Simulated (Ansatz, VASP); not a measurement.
**One calculation of Nb, two programs**

Contents of INCAR:

```
SYSTEM = Nb
  PREC = Accurate
  ENCUT = 520
  EDIFF = 1E-8
  ISMEAR = -1
  SIGMA = 0.08
  LREAL = .False.
  LASPH = .True.
  NELM = 60
  ALGO = Normal
  ISIF = 2
  LWAVE = .False.
  LCHARG = .False.
  GGA = PE
  LEFG = .True.
  NBANDS = 12
```

KPOINTS

```
regular mesh
0
Gamma
  13 13 13
  0 0 0
```

File POSCAR:

```
Nb
1.0
    0.0000000000      2.1150000000      2.1150000000
    2.1150000000      0.0000000000      2.1150000000
    2.1150000000      2.1150000000      0.0000000000
Nb
1
Direct
    0.0000000000      0.0000000000      0.0000000000
```

Input for Ansatz:

```yaml
crystal:
  lattice:
    - [0.0, 2.115, 2.115]
    - [2.115, 0.0, 2.115]
    - [2.115, 2.115, 0.0]
  atoms:
    - { symbol: Nb, position: [0.0, 0.0, 0.0] }
kpoints:
  mp_grid: { grid: [13, 13, 13] }
  band_path:
    path:
      - [0.0, 0.0, 0.0]
      - [0.5, 0.0, 0.5]
      - [0.625, 0.25, 0.625]
      - [0.375, 0.375, 0.75]
      - [0.0, 0.0, 0.0]
      - [0.5, 0.5, 0.5]
      - [0.5, 0.25, 0.75]
      - [0.5, 0.0, 0.5]
    npoints: 8
scf:
  occupations: { method: fermi_dirac, width: 0.08 }
hamiltonian:
  xc: pbe
  pseudopotentials: { kind: all_electron, datasets: crystal }
output:
  forces: true
  stress: true
  eigenvalues: true
  efg: { contact_densities: true }
```

Alike in both runs: task electric field gradients; functional PBE; k mesh 13 × 13 × 13; occupations fermi-dirac, width 0.08 eV; no spin polarisation.

|  | VASP | Ansatz |
| --- | --- | --- |
| version | VASP 6.6.1 | Ansatz 0.2.0 |
| potentials or method | VASP PAW PBE potentials, release 64 (Nb_sv) | all-electron PAW with datasets made for the crystal, scalar-relativistic |
| plane-wave cutoff (eV) | 520 | see its input |

Ansatz gave:

```
pressure (GPa)                                                 : -1.1
Vzz of the field gradient on the site that differs most (V/Å²) : 0.0
```

Task: Which values does VASP return?

Result: Pressure (GPa): -1.4; Vzz of the field gradient on the site that differs most (V/Å²): 0.0.

Ansatz ran all-electron here, so the differences hold the error of VASP's frozen core and of both bases. Ansatz warned: «gradients_without_spin_orbit».
